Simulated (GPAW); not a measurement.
Runs of GPAW 26.7.0 on SnSe2. It takes space group P-3m1 (No. 164, trigonal). The conventional cell has a = 3.811 Å, b = 3.811 Å, c = 6.136 Å, α = 90.00°, β = 90.00°, γ = 120.00°. Sn (site symmetry -3m) has 6 Se at 2.68 Å as nearest neighbours. Se (site symmetry 3m) has 3 Sn at 2.68 Å as nearest neighbours. 

| task | level | potentials or basis | spin | cell | k mesh | cutoff (eV) | eigensolver | maxiter | band path | band points | spin axis theta (degrees) | mesh quality | gap on the mesh (eV) | pressure (GPa) | largest force (eV/Å) |
| --- | --- | --- | --- | --- | --- | --- | --- | --- | --- | --- | --- | --- | --- | --- | --- |
| band structure | BLYP | PAW data sets generated in the run's folder for this functional, pw | SOC, no magnetisation | as given | 6 × 6 × 3 | 600 | davidson | 150 | GMKGALHA,LM,KH | 60 | 0 | not flagged | (c) | 9.4 | (b) |
| relaxation of cell and atoms | AM05 | PAW data sets generated in the run's folder for this functional, pw | off | relaxed | 6 × 6 × 3 | 600 | - | 150 | - | - | - | not flagged | 0.83 | 0.0 | 0.01 |
| band structure | OLYP | PAW data sets generated in the run's folder for this functional, pw | SOC, no magnetisation | as given | 6 × 6 × 3 | 600 | davidson | 150 | GMKGALHA,LM,KH | 100 | 54.7 | not flagged | 0.93 | 6.1 | (a) |
| single point | PBE0 | GPAW PAW data sets (gpaw-data 1.2.1), pw | off | as given | 4 × 4 × 2 | 450 | - | 60 | - | - | - | coarse | 2.29 | - | 0.24 |

Alike in all rows: smearing fermi-dirac 0.05 eV.

Question: Estimate the missing entries.

Answer: (a) 0.40; (b) 0.99; (c) 0.72.

Caveats: some runs use coarse meshes; this functional lacks dispersion, which binds the layers, so the pressure and a relaxed spacing across them are unreliable (some runs); spin-orbit coupling was added after a scalar SCF, so levels and gaps hold it while energy, forces, pressure and moments don't (some runs); this program's spin-orbit splittings come out too wide for heavy elements (some runs); spin-orbit coupling is left out, which moves the levels of the heavy elements (some runs); later steps reuse the first step's grids (some runs); an odd mesh through Γ misses points on the zone boundary, where band edges often lie (some runs).

A k mesh can miss the band edges, and rows without SOC leave out spin-orbit coupling on Se, Sn.

Runs at the PBE level aren't shown here.
